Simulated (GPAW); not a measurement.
Input of a GPAW 26.7.0 run:

The input run.py:

```python
import numpy as np
from ase.dft.bandgap import bandgap
from ase.io import read, write
from ase.units import GPa
from gpaw import GPAW, PW
from gpaw.spinorbit import soc_eigenstates

atoms = read('GaP.xyz')

calc = GPAW(mode=PW(600),
            xc='MGGA_X_REVTPSS+MGGA_C_REVTPSS',
            kpts={'size': (8, 8, 8), 'gamma': True},
            occupations={'name': 'fermi-dirac', 'width': 0.05},
            nbands=11,
            convergence={'density': 1e-05, 'energy': 1e-05},
            eigensolver='davidson',
            maxiter=150,
            txt='gpaw.txt')
atoms.calc = calc
energy = atoms.get_potential_energy()
forces = atoms.get_forces()
stress = atoms.get_stress()
calc.write('gs.gpw')
write('result.traj', atoms)
print(f'Energy: {energy:.6f} eV')
print('Forces (eV/A):')
print(forces.round(4))
print('Stress (GPa):', (stress / GPa).round(3))
print('Fermi level:', round(calc.get_fermi_level(), 4), 'eV')
print(f'Gap: {bandgap(calc)[0]:.4f} eV, direct: {bandgap(calc, direct=True)[0]:.4f} eV')

path = atoms.cell.bandpath('GXWKGLUWLK,UX', npoints=100, eps=1e-4)
bs_calc = calc.fixed_density(kpts=path, symmetry='off', nbands=21,
                             convergence={'bands': 'CBM+6.0', 'eigenstates': 1e-6}, txt='bands.txt')
bs = bs_calc.band_structure()
bs.write('bs.json')
print(f'Gap on the path: {bandgap(bs_calc)[0]:.4f} eV')

soc = soc_eigenstates(bs_calc, theta=90, phi=45, ignore_xc_potential=True)
np.savetxt('soc_bands.dat', soc.eigenvalues(), fmt='%.4f')
mesh = soc_eigenstates('gs.gpw', theta=90, phi=45, ignore_xc_potential=True)
np.savetxt('soc_mesh.dat', mesh.eigenvalues(), fmt='%.4f')
print('Fermi level with spin-orbit coupling:', round(mesh.fermi_level, 4), 'eV')
```

GaP.xyz

```xyz
2
Lattice="0.0000000000 2.7252500000 2.7252500000 2.7252500000 0.0000000000 2.7252500000 2.7252500000 2.7252500000 0.0000000000" Properties=species:S:1:pos:R:3 pbc="T T T"
Ga     0.0000000000      0.0000000000      0.0000000000
P      4.0878750000      4.0878750000      4.0878750000
```

Potentials or basis: GPAW PAW data sets (gpaw-data 1.2.1), pw.

Launch:

```sh
$ OMP_NUM_THREADS=1 python run.py
```

Task: Predict the band gap along the path.

Result: 1.54 eV, indirect (least direct gap 2.01 eV).

Task: What does it give for the band gap on the k mesh?

Result: 1.55 eV, indirect (least direct gap 2.00 eV).

Levels at the corners of the path, in eV from the valence-band top:
| point | band 4 | band 5 | band 6 | band 7 | band 8 | band 9 | band 10 | band 11 | band 12 | band 13 |
| --- | --- | --- | --- | --- | --- | --- | --- | --- | --- | --- |
| Γ | -0.09 | 0.00 | 0.00 | 0.00 | 0.00 | 2.01 | 2.01 | 3.91 | 3.91 | 4.07 |
| X | -6.79 | -2.76 | -2.76 | -2.74 | -2.74 | 1.55 | 1.55 | 1.84 | 1.84 | 10.84 |
| W | -6.54 | -3.72 | -3.70 | -3.54 | -3.49 | 4.66 | 4.66 | 5.04 | 5.06 | 6.16 |
| K | -6.56 | -4.08 | -4.06 | -2.31 | -2.31 | 2.17 | 2.17 | 4.86 | 4.87 | 8.38 |
| Γ | -0.09 | 0.00 | 0.00 | 0.00 | 0.00 | 2.01 | 2.01 | 3.91 | 3.91 | 4.07 |
| L | -6.73 | -1.19 | -1.19 | -1.12 | -1.12 | 1.78 | 1.78 | 4.78 | 4.78 | 4.84 |
| U | -6.56 | -4.08 | -4.06 | -2.31 | -2.31 | 2.17 | 2.17 | 4.86 | 4.87 | 8.38 |
| W | -6.54 | -3.72 | -3.70 | -3.54 | -3.49 | 4.66 | 4.66 | 5.04 | 5.06 | 6.16 |
| L | -6.73 | -1.19 | -1.19 | -1.12 | -1.12 | 1.78 | 1.78 | 4.78 | 4.78 | 4.84 |
| K | -6.56 | -4.08 | -4.06 | -2.31 | -2.31 | 2.17 | 2.17 | 4.86 | 4.87 | 8.38 |
| U | -6.56 | -4.08 | -4.06 | -2.31 | -2.31 | 2.17 | 2.17 | 4.86 | 4.87 | 8.38 |
| X | -6.79 | -2.76 | -2.76 | -2.74 | -2.74 | 1.55 | 1.55 | 1.84 | 1.84 | 10.84 |

Caveat: spin-orbit coupling was added after a scalar SCF, so levels and gaps hold it while energy, forces, pressure and moments don't; this program's spin-orbit splittings come out too wide for heavy elements; the PAW data sets were made with another functional, which shifts forces and pressure a little.

**Measured values to compare with.**

From “Stacking defects in GaP nanowires: Electronic structure and optical properties”, 2018, arxiv:1810.01194, for a bulk crystal of GaP at 10 K: band gap 2.34 eV (indirect).

Against the measured gap of GaP, 2.34 eV (indirect; 10 K; quoted in “Stacking defects in GaP nanowires: Electronic structure and optical properties”, 2018, arxiv:1810.01194), the calculated 1.54 eV is off by -0.80 eV. The value is that of revTPSS, without temperature or zero-point motion.
